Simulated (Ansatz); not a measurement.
**Nudged elastic band run: Si**

The input (input.yaml):

```yaml
crystal:
  lattice:
    - [0.0, 5.43, 5.43]
    - [5.43, 0.0, 5.43]
    - [5.43, 5.43, 0.0]
  atoms:
    - { symbol: Si, position: [-0.00116164, 0.00078291, 5.923e-05] }
    - { symbol: Si, position: [0.12795191, 0.12273254, 0.12126063] }
    - { symbol: Si, position: [0.00160222, -0.0047873, 0.5014486] }
    - { symbol: Si, position: [0.12798022, 0.1225828, 0.62785496] }
    - { symbol: Si, position: [0.00202754, 0.50287624, -0.00711335] }
    - { symbol: Si, position: [0.1281022, 0.62848009, 0.12147858] }
    - { symbol: Si, position: [0.00203714, 0.50277503, 0.50185469] }
    - { symbol: Si, position: [0.1244639, 0.62654408, 0.62427814] }
    - { symbol: Si, position: [0.50021105, 0.00082848, 6.812e-05] }
    - { symbol: Si, position: [0.6249851, 0.12507122, 0.12490425] }
    - { symbol: Si, position: [0.50018824, 0.00074838, 0.498757] }
    - { symbol: Si, position: [0.62143229, 0.12266806, 0.62783533] }
    - { symbol: Si, position: [0.50036955, 0.49890525, 0.00019206] }
    - { symbol: Si, position: [0.62169897, 0.62854863, 0.12146935] }
    - { symbol: Si, position: [0.4930776, 0.5028406, 0.50185908] }
    - { symbol: Si, position: [0.62171103, 0.62843212, 0.62791521] }
    - { symbol: Si, position: [0.87445999, 0.37655396, 0.37427861] }
basis:
  ecutwfc: 420.0
kpoints:
  mp_grid: { grid: [2, 2, 2] }
hamiltonian:
  xc: pbe
  pseudopotentials: { kind: paw, azcp: { folder: soft_1 } }
scf:
  occupations: { method: gaussian, width: 0.02 }
  lower_state_search: "off"
neb:
  images: 5
  f_tol: 0.05
  initial_path: linear
  max_iterations: 80
  optimiser: lbfgs
  spring: { min: 2.0, max: 10.0 }
  final_atoms:
    - { symbol: Si, position: [0.0006529, 0.00034966, -0.00095691] }
    - { symbol: Si, position: [0.12307239, 0.12294037, 0.12261454] }
    - { symbol: Si, position: [-0.00299003, -0.00304066, 0.50278107] }
    - { symbol: Si, position: [0.12329271, 0.12319122, 0.63041957] }
    - { symbol: Si, position: [-0.00301885, 0.50320953, -0.00316073] }
    - { symbol: Si, position: [0.12301772, 0.6317868, 0.12248049] }
    - { symbol: Si, position: [-0.00297539, 0.50337787, 0.50266839] }
    - { symbol: Si, position: [0.12609908, 0.62472342, 0.62452098] }
    - { symbol: Si, position: [0.50338524, -0.00311923, -0.00320703] }
    - { symbol: Si, position: [0.63210644, 0.12283543, 0.12239419] }
    - { symbol: Si, position: [0.5035129, -0.0030326, 0.50259655] }
    - { symbol: Si, position: [0.62478374, 0.12610257, 0.62447745] }
    - { symbol: Si, position: [0.50336929, 0.50316491, -0.00328783] }
    - { symbol: Si, position: [0.62470793, 0.62460051, 0.12621595] }
    - { symbol: Si, position: [0.49997551, 0.49997302, 0.50006401] }
    - { symbol: Si, position: [0.62477343, 0.62469222, 0.62441056] }
    - { symbol: Si, position: [1.2506373, 0.25033447, 0.24907791] }
  order_check: true
```

Run as:

```bash
$ ansatz run input.yaml --threads 1 --pin off --max-ram 3072MiB --backend cpu --events-out ev --progress --plain --runs-dir out
```

Output, in part (warnings, iteration lines):

```
NEB end point (image 0): max|allowed force component| = 2.547e-2 eV/Å (the criterion of neb.relax_end_points is 1.000e-2)
NEB end point (image 6): max|allowed force component| = 2.175e-2 eV/Å (the criterion of neb.relax_end_points is 1.000e-2)
NEB iter   1: max|band force component| = 1.537e0 eV/Å  barrier→ = 0.9632 eV  barrier← = 0.9633 eV  Δτ_max = 0.0220 Å  (60 SCF iters)
NEB iter   2: max|band force component| = 1.070e0 eV/Å  barrier→ = 0.7710 eV  barrier← = 0.7710 eV  Δτ_max = 0.0754 Å  (30 SCF iters)
NEB iter   3: max|band force component| = 5.608e-1 eV/Å  barrier→ = 0.5314 eV  barrier← = 0.5314 eV  Δτ_max = 0.0537 Å  (35 SCF iters)
NEB iter   4: max|band force component| = 2.896e-1 eV/Å  barrier→ = 0.4847 eV  barrier← = 0.4847 eV  CI = image 4  Δτ_max = 0.0062 Å  (30 SCF iters)
NEB iter   5: max|band force component| = 2.353e-1 eV/Å  barrier→ = 0.4766 eV  barrier← = 0.4767 eV  CI = image 2  Δτ_max = 0.0053 Å  (22 SCF iters)
NEB iter   6: max|band force component| = 1.996e-1 eV/Å  barrier→ = 0.4701 eV  barrier← = 0.4701 eV  CI = image 4  Δτ_max = 0.0049 Å  (20 SCF iters)
NEB iter   7: max|band force component| = 1.949e-1 eV/Å  barrier→ = 0.4641 eV  barrier← = 0.4641 eV  CI = image 4  Δτ_max = 0.1195 Å  (20 SCF iters)
NEB iter   8: max|band force component| = 3.485e-1 eV/Å  barrier→ = 0.3917 eV  barrier← = 0.3917 eV  CI = image 3  Δτ_max = 0.0086 Å  (35 SCF iters)
[... lines left out ...]
NEB iter  22: max|band force component| = 6.601e-2 eV/Å  barrier→ = 0.3181 eV  barrier← = 0.3181 eV  CI = image 3  Δτ_max = 0.0227 Å  (17 SCF iters)
NEB iter  23: max|band force component| = 6.888e-2 eV/Å  barrier→ = 0.3157 eV  barrier← = 0.3157 eV  CI = image 3  Δτ_max = 0.0016 Å  (26 SCF iters)
NEB iter  24: max|band force component| = 4.384e-2 eV/Å  barrier→ = 0.3153 eV  barrier← = 0.3154 eV  CI = image 3  Δτ_max = 0.0433 Å  (18 SCF iters)
```

It converged. The band force fell under the threshold earlier too, but the program's further tests of the path sent the band on. By the program's own check the climbing image is of a kind that is not told: the force calls were inconclusive, a negative curvature could not be distinguished from the path's own, the only one lies far off the path, or fixed occupations may fill a level only in part (lowest curvatures found: -0.09 and 1.01 eV/Å²). Limits of this set-up: coarse k mesh.

Final band (atoms are numbered from 1 in the order of the input):

```
image  path coordinate (Å)  energy (eV)  Si15–Si17 (Å)  Si10–Si17 (Å)
    0                 0.00         0.00           2.39           4.69
    1                 0.67         0.17           2.50           4.14
    2                 1.12         0.30           2.79           3.69
    3                 1.56         0.31           3.20           3.22
    4                 2.00         0.30           3.67           2.81
    5                 2.45         0.18           4.13           2.51
    6                 3.13         0.00           4.70           2.39
```

Run time: 12 min on 1 thread of Arm Neoverse V2, on a shared host, peak memory 0.81 GiB.
